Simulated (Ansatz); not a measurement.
# Lu (Im-3m) in Ansatz: relaxation of cell and atoms with BLYP+D3(BJ)

Aim: the relaxation of cell and atoms of Lu with BLYP+D3(BJ).

Everything below comes from runs of Ansatz 0.2.0. Logs are shortened: lines on timing, memory, paths and dates and some standing lists are left out, and cuts for length are marked.

## 1. The undisturbed crystal

It takes space group Im-3m (No. 229, cubic). The conventional cell has a = 3.908 Å, b = 3.908 Å, c = 3.908 Å, α = 90.00°, β = 90.00°, γ = 90.00°. Lu (site symmetry m-3m) has 8 Lu at 3.38 Å as nearest neighbours.

This isn't the form of Lu at room conditions, which is hcp.

## 2. Relaxation of cell and atoms, BLYP+D3(BJ) (volume scaled by 1.25)

run.py reads:

```python
import json

import ase.io
import numpy as np

import ansatz as az

atoms = ase.io.read("Lu.cif")
atoms.info.pop("occupancy", None)

calculation = (
    az.Crystal.from_ase(atoms)
    .symmetry(detect=False)
    .calculation()
    .basis(cutoff=549.6700021689576)
    .kpoints(10, 10, 10)
    .functional("blyp", dispersion="d3bj")
    .pseudopotentials(kind="paw", accuracy="standard")
    .occupations(method="gaussian", width=0.05)
    .relax(force_tolerance=0.005, max_steps=40, max_displacement=0.1, cell=True, stress_tolerance=0.05)
    .forces()
    .stress()
)
outcome = calculation.run(threads=2, events_out="events.jsonl")

report = outcome.report
for line in open("events.jsonl"):
    event = json.loads(line)
    if event["event"] == "scf_iter":
        d = event["data"]
        print(f"SCF {d['iter']:3d}  HF = {d['harris_foulkes_ev']:.6f} eV  dr2 = {d['dr2_ev']:.2e} eV")
    elif event["event"] in ("relax_step", "md_step"):
        d = event["data"]
        print(f"{event['event']} {d['step']:3d}  E = {d['lagrangian_ev']:.6f} eV")
np.set_printoptions(precision=5, suppress=True, linewidth=110)
print("converged:", report["converged"], "after", report["n_iterations"], "iterations")
print(f"free energy {report['free_energy_ev']:.6f} eV, Fermi level {report['fermi_energy_ev']:.4f} eV")
for key in ("band_edges_ev", "magnetization_mub", "site_moments_mub", "site_moments_nc_mub", "forces_ev_ang",
                "stress_gpa"):
    if report.get(key) is not None:
        print(key, np.array(report[key]), sep="\n")
```

Lu.cif reads:

```cif
data_Lu
_cell_length_a 3.64596361
_cell_length_b 3.64596361
_cell_length_c 3.64596361
_cell_angle_alpha 109.47122063
_cell_angle_beta 109.47122063
_cell_angle_gamma 109.47122063
_space_group_name_H-M_alt 'P1'
_space_group_name_Hall 'P 1'
_space_group_IT_number 1
loop_
_space_group_symop_operation_xyz
'x,y,z'
loop_
_atom_site_label
_atom_site_type_symbol
_atom_site_symmetry_multiplicity
_atom_site_Wyckoff_symbol
_atom_site_fract_x
_atom_site_fract_y
_atom_site_fract_z
_atom_site_occupancy
Lu1 Lu 1 a 0.0000000000 0.0000000000 0.0000000000 1
```

Potentials or basis: SSSP efficiency PAW.

Command:

```console
python run.py
```

Log:

```text
DeckWarning: basis.ecutwfc = 549.6700021689576 eV is below the records' recommended 612.256191 eV, and the density's cutoff is lower with it unless basis.ecutrho_ratio is high enough to keep the records' density cutoff: compare with a run at a higher cutoff
DeckWarning: pseudopotentials/Lu.paw.azcp: the checks of this Lu dataset prove no rule for summing its radial tables, as where they were carried onto another mesh than they were made on, and Gregory's rule is taken, under which a leading mesh point left out moves its sums only by what lay on the interval it spanned. That does not make them correct, and they differ from Quantum ESPRESSO's on this file; a re-export [...]
PlacementWarning: RAYON_NUM_THREADS=2 ignored (pool sized by the plan → 2); use plan(threads=…)
SCF   1  HF = -14719.769733 eV  dr2 = 2.34e-01 eV
SCF   2  HF = -14719.730459 eV  dr2 = 8.72e-02 eV
SCF   3  HF = -14719.720346 eV  dr2 = 4.28e-02 eV
SCF   4  HF = -14719.712585 eV  dr2 = 5.07e-04 eV
SCF   5  HF = -14719.713373 eV  dr2 = 5.81e-05 eV
SCF   6  HF = -14719.713452 eV  dr2 = 7.82e-06 eV
SCF   7  HF = -14719.713467 eV  dr2 = 3.51e-07 eV
SCF   8  HF = -14719.713468 eV  dr2 = 2.25e-08 eV
relax_step   1  E = -14719.713468 eV
SCF   1  HF = -14719.983541 eV  dr2 = 2.11e-03 eV
SCF   2  HF = -14719.983405 eV  dr2 = 8.54e-04 eV
SCF   3  HF = -14719.983569 eV  dr2 = 3.70e-04 eV
SCF   4  HF = -14719.983814 eV  dr2 = 7.84e-05 eV
SCF   5  HF = -14719.983895 eV  dr2 = 5.83e-06 eV
SCF   6  HF = -14719.983903 eV  dr2 = 1.89e-07 eV
SCF   7  HF = -14719.983903 eV  dr2 = 4.71e-09 eV
relax_step   2  E = -14719.983903 eV
SCF   1  HF = -14720.103416 eV  dr2 = 3.54e-03 eV
SCF   2  HF = -14720.102595 eV  dr2 = 1.31e-03 eV
SCF   3  HF = -14720.102059 eV  dr2 = 9.59e-05 eV
SCF   4  HF = -14720.102228 eV  dr2 = 2.97e-06 eV
SCF   5  HF = -14720.102233 eV  dr2 = 1.51e-07 eV
SCF   6  HF = -14720.102233 eV  dr2 = 9.45e-09 eV
relax_step   3  E = -14720.102233 eV
SCF   1  HF = -14720.101951 eV  dr2 = 9.20e-07 eV
SCF   2  HF = -14720.101950 eV  dr2 = 1.82e-07 eV
SCF   3  HF = -14720.101950 eV  dr2 = 1.55e-08 eV
SCF   4  HF = -14720.101950 eV  dr2 = 5.22e-10 eV
relax_step   4  E = -14720.101950 eV
SCF   1  HF = -14720.087334 eV  dr2 = 8.26e-06 eV
SCF   2  HF = -14720.087449 eV  dr2 = 2.34e-06 eV
SCF   3  HF = -14720.087486 eV  dr2 = 7.03e-07 eV
SCF   4  HF = -14720.087487 eV  dr2 = 4.75e-09 eV
SCF   5  HF = -14720.087487 eV  dr2 = 1.53e-10 eV
SCF   6  HF = -14720.087487 eV  dr2 = 8.76e-12 eV
relax_step   5  E = -14720.087487 eV
SCF   1  HF = -14720.091732 eV  dr2 = 9.34e-05 eV
SCF   2  HF = -14720.091707 eV  dr2 = 3.26e-05 eV
SCF   3  HF = -14720.091692 eV  dr2 = 1.67e-06 eV
SCF   4  HF = -14720.091695 eV  dr2 = 1.05e-08 eV
relax_step   6  E = -14720.091695 eV
SCF   1  HF = -14720.091459 eV  dr2 = 6.75e-07 eV
SCF   2  HF = -14720.091459 eV  dr2 = 1.48e-07 eV
SCF   3  HF = -14720.091459 eV  dr2 = 1.46e-08 eV
relax_step   7  E = -14720.091459 eV
SCF   1  HF = -14720.088933 eV  dr2 = 1.55e-07 eV
SCF   2  HF = -14720.088933 eV  dr2 = 7.77e-08 eV
SCF   3  HF = -14720.088933 eV  dr2 = 1.05e-08 eV
SCF   4  HF = -14720.088933 eV  dr2 = 1.86e-10 eV
SCF   5  HF = -14720.088933 eV  dr2 = 5.36e-12 eV
relax_step   8  E = -14720.088933 eV
SCF   1  HF = -14720.089116 eV  dr2 = 3.20e-07 eV
SCF   2  HF = -14720.089114 eV  dr2 = 8.20e-08 eV
SCF   3  HF = -14720.089114 eV  dr2 = 5.49e-09 eV
relax_step   9  E = -14720.089114 eV
SCF   1  HF = -14720.088957 eV  dr2 = 4.59e-09 eV
SCF   2  HF = -14720.088957 eV  dr2 = 1.05e-09 eV
SCF   3  HF = -14720.088957 eV  dr2 = 1.35e-11 eV
SCF   4  HF = -14720.088957 eV  dr2 = 2.90e-12 eV
relax_step  10  E = -14720.088957 eV
converged: True after 4 iterations
free energy -14720.088957 eV, Fermi level 16.1552 eV
magnetization_mub
0.0
forces_ev_ang
[[ 0. -0.  0.]]
stress_gpa
[[-0.0044  0.     -0.    ]
 [ 0.     -0.0044  0.    ]
 [-0.      0.     -0.0044]]
```

It took 2.3 min on 2 threads of Arm Neoverse V1, shared host; peak memory 0.97 GiB.

What came out:

```
Free energy                            : -14720.0890 eV
Relaxed volume                         : 26.97 Å³/atom
Relaxed cell                           : a = 3.272 Å, b = 3.272 Å, c = 3.272 Å, α = 109.47°, β = 109.47°, γ = 109.47°
Space group after relaxing (to 0.05 Å) : Im-3m (No. 229)
Energy gained by relaxing              : 375.5 meV/atom
Ionic steps                            : 10
Pressure after relaxing                : 0.0 GPa
```

Step by step:
| step | energy change (eV) | largest force (eV/Å) | volume (Å³) |
| --- | --- | --- | --- |
| 1 | 0.0000 | 0.0000 | 37.31 |
| 2 | -0.2704 | 0.0000 | 32.11 |
| 3 | -0.3888 | 0.0000 | 27.43 |
| 4 | -0.3885 | 0.0000 | 27.48 |
| 5 | -0.3740 | 0.0000 | 27.48 |
| 6 | -0.3782 | 0.0000 | 26.95 |
| 7 | -0.3780 | 0.0000 | 27.00 |
| 8 | -0.3755 | 0.0000 | 27.00 |
| 9 | -0.3756 | 0.0000 | 26.97 |
| 10 | -0.3755 | 0.0000 | 26.97 |

Final structure:
```cif
data_structure
_symmetry_space_group_name_H-M 'P 1'
_symmetry_Int_Tables_number 1
_cell_length_a 3.2721
_cell_length_b 3.2721
_cell_length_c 3.2721
_cell_angle_alpha 109.471
_cell_angle_beta 109.471
_cell_angle_gamma 109.471
_cell_volume 26.97
loop_
_atom_site_label
_atom_site_type_symbol
_atom_site_fract_x
_atom_site_fract_y
_atom_site_fract_z
_atom_site_occupancy
Lu1 Lu 0.00000 0.00000 0.00000 1
```

Caveat: the potentials were made for another functional, which shifts forces and pressure; the pressure holds a Pulay correction of +0.9 GPa for the finite cutoff; the cutoff lies under the one recommended for these potentials.
